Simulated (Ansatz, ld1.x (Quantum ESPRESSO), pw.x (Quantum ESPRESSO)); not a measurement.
## Equation-of-state test of one TM potential (Os)

```
Element                 : Os (Z = 76)
Generator               : ld1.x (Quantum ESPRESSO) 7.5
Type                    : norm-conserving Troullier–Martins (Kleinman–Bylander form)
Functional              : PBE
Relativity              : scalar-relativistic
Frozen core             : [Xe] 4f14
Valence charge          : 8
Reference configuration : 5d6 6s0.5 6p0 (charge +1.5)
Partial waves           : 6s (bound): rc 1.95 bohr; 6p (bound, empty): rc 3.20 bohr; 5d (bound): rc 3.00 bohr; 5f channel at 0.05 Ry: rc 2.95 bohr
Local potential         : all-electron potential smoothed inside 2.55 bohr (lloc = -2)
Core correction         : a·sin(br)/r model core inside 1.10 bohr
```

Crystal test: bcc Os in pw.x 7.5, no spin, 15³ k-points, Fermi–Dirac smearing 0.01 Ry, cutoffs 50/200 Ry. The reference is all-electron LAPW (Ansatz 0.2.0) with the same functional, mesh and smearing; V0 and B0 come from Birch–Murnaghan fits to the pressures at five volumes. Errors are pseudo minus all-electron; Δ is the rms difference of the E(V) curves that follow from these fits, minima aligned, over ±6 % about the mean V0. Mesh and smearing are coarse, so the numbers serve the comparison and aren't converged zero-temperature values; the lattice is a test structure that the element need not adopt.

```tsv
V (Å³/atom)	P all-electron (GPa)	P pseudo (GPa)
14.054	20.14	18.02
14.424	9.33	7.61
14.794	-0.02	-1.54
15.164	-8.10	-9.37
15.534	-15.08	-16.15
```

All-electron: a0 = 3.093 Å (V0 = 14.79 Å³/atom), B0 = 347.4 GPa.

Pseudopotential: mean pressure error (GPa): -1.54; a0 (Å): 3.088; a0 error (%): -0.15; B0 error (%): -0.9; Δ (meV/atom): 5.0. The largest radius (3.20 bohr) exceeds half the bond length (2.53 bohr), so the spheres overlap, which is one possible source of error among others.

**Question.** At the middle volume, how do free energy and pressure move when the wave cutoff is lowered (ecutrho kept at four times it)?

**Answer.**

```tsv
cutoff (Ry)	shift of F (meV/atom)	shift of P (GPa)
22	+411.9	-27.61
30	+24.3	-1.22
40	+14.5	-0.18
```

The run at the middle volume (120 k-points, 9 iterations) took about 8 s on one core of a shared host (Neoverse-V2, 96 threads, 742 GiB, load 16).
